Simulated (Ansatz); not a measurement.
# Two structures of Na: comparison of enthalpies under pressure, by script

The task here is to estimate one member of a computed series from the others.

Computed with Ansatz 0.2.0 through its Python package. Level of theory: DFT PBE, plane waves, PAW.

### The structure

Na Im-3m: The structure is cubic, space group Im-3m (No. 229). Conventional cell: a = 4.280 Å, b = 4.280 Å, c = 4.280 Å, α = 90.00°, β = 90.00°, γ = 90.00°. Around Na (site symmetry m-3m) lie 8 Na at 3.71 Å.

Na Fd-3m: It takes space group Fd-3m (No. 227, cubic). Conventional cell: a = 7.420 Å, b = 7.420 Å, c = 7.420 Å, α = 90.00°, β = 90.00°, γ = 90.00°. Na (site symmetry -43m) is surrounded by 4 Na at 3.21 Å.

No structure file is read: the coordinates are typed or built in the script.

The first run:

run_transition.py

```python
"""Pressure at which two phases of Na cross."""

import warnings

import ansatz
import numpy as np
from tabulate import tabulate

XC = "pbe"
K_SPACING = 0.3
OCCUPATIONS = "fermi_dirac"
WIDTH_EV = 0.1


def bcc(first, a):
    return ansatz.Crystal.bcc(first, a=a)


def diamond(first, a):
    return ansatz.Crystal.diamond(first, a=a)


def compute(name, crystal, pressure=0.0):
    calc = (
        crystal.calculation()
        .functional(XC)
        .basis(18 * ansatz.Ha)
        .kpoints(spacing=K_SPACING)
        .occupations(OCCUPATIONS, width=WIDTH_EV)
    )
    calc = calc.relax(force_tolerance=0.02, max_steps=40, cell=True, pressure=pressure)
    return calc.run(threads=1, pin="off")


def volume_per_atom(outcome):
    return abs(np.linalg.det(outcome.lattice.cell_ang)) / len(outcome.lattice.sites)

warnings.simplefilter("ignore")

phases = {}
phases["bcc"] = bcc("Na", 4.28)
phases["diamond"] = diamond("Na", 7.42)

# enthalpy per atom at each pressure
pressures = [0, 15, 30, 45]
enthalpy, volume = {name: [] for name in phases}, {name: [] for name in phases}
for p in pressures:
    for name, crystal in phases.items():
        o = compute(name, crystal, pressure=p)
        volume[name].append(volume_per_atom(o))
        enthalpy[name].append(o.report["energy_sigma0_ev"] / len(o.lattice.sites) + p * volume[name][-1] / 160.21766)
gap = np.array(enthalpy["diamond"]) - np.array(enthalpy["bcc"])
rows = [(p, va, vb, 1000 * d) for p, va, vb, d in zip(pressures, volume["bcc"], volume["diamond"], gap)]
print(tabulate(rows, headers=["P (GPa)", "V bcc (A^3/atom)", "V diamond (A^3/atom)", "H(diamond) - H(bcc) (meV/atom)"], floatfmt=".4f", tablefmt="rst"))
crossings = [p0 - g0 * (p1 - p0) / (g1 - g0) for p0, p1, g0, g1 in zip(pressures, pressures[1:], gap, gap[1:]) if g0 * g1 < 0]
print("crossing near", [round(float(p), 1) for p in crossings], "GPa") if crossings else print("no crossing in this range")
```

The run is started by

```bash
$ python run_transition.py
```

Steps of the session up to this table: Launch.

One table of the session follows, with a row left open; its other results are not shown here.

Enthalpy H = E + pV of the second structure less the first:

| pressure (GPa) | ΔH (meV/atom) |
| --- | --- |
| 0 | 343.5 |
| 15 | 691.9 |
| 30 | ? |
| 45 | 730.0 |

**Question.** Estimate the row for pressure (GPa) = 30.

Worked estimate for «ΔH (meV/atom)». A straight line through the neighbours (15, 691.9) and (45, 730.0) gives 691.9 + (730.0 − 691.9) × (30 − 15) / (45 − 15) = 711.0; a parabola fitted to 3 rows on both sides gives 820.7.

The run gave: ΔH (meV/atom): 739.7. In «ΔH (meV/atom)» the line misses by -28.7 and the parabola by +81.0. The values bend between the rows more than so simple an estimate can follow.

Caveats from the session: Notes:
- At a fixed pressure a relaxation lowers the enthalpy F + PV, while F alone can rise.
- For the metals among these cells the mesh is coarse, so their volumes and pressures are rough.
- Only these two structures are compared, at zero temperature and with their symmetry kept; either may be hypothetical, and another phase may be lower than both.
